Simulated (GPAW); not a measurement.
The system is TiO2.

```xyz
6
Lattice="4.5998 0.0000 0.0000 0.0000 4.5998 0.0000 0.0000 0.0000 2.9592" Properties=species:S:1:pos:R:3 pbc="T T T"
Ti    0.0000    0.0000    1.4796
Ti    2.2999    2.2999    0.0000
O     1.3998    1.3998    1.4796
O     0.9001    3.6997    0.0000
O     3.6997    0.9001    0.0000
O     3.2000    3.2000    1.4796
```

The cell is a database's computed one.

Base run:

```yaml
Program: GPAW 26.7.0
Functional: vdW-DF
Potentials_or_basis: GPAW PAW data sets (gpaw-data 1.2.1)
Cutoff: 800 eV
Basis: pw
k_mesh: 4 × 4 × 6
Occupations: fermi-dirac, width 0.05 eV
Spin: no spin polarisation
```

Its results: band gap on the k mesh 1.89 eV, direct; largest force 0.150 eV/Å.

Task: The run is repeated on the same cell with these changes: functional from vdW-DF to revTPSS; band points from 60 to 100. What comes out?

Result: Band gap on the k mesh 2.01 eV, direct; largest force 0.053 eV/Å.

Caveats: the PAW data sets were made with another functional, which shifts forces and pressure a little.

Not every run made on this cell is shown here.
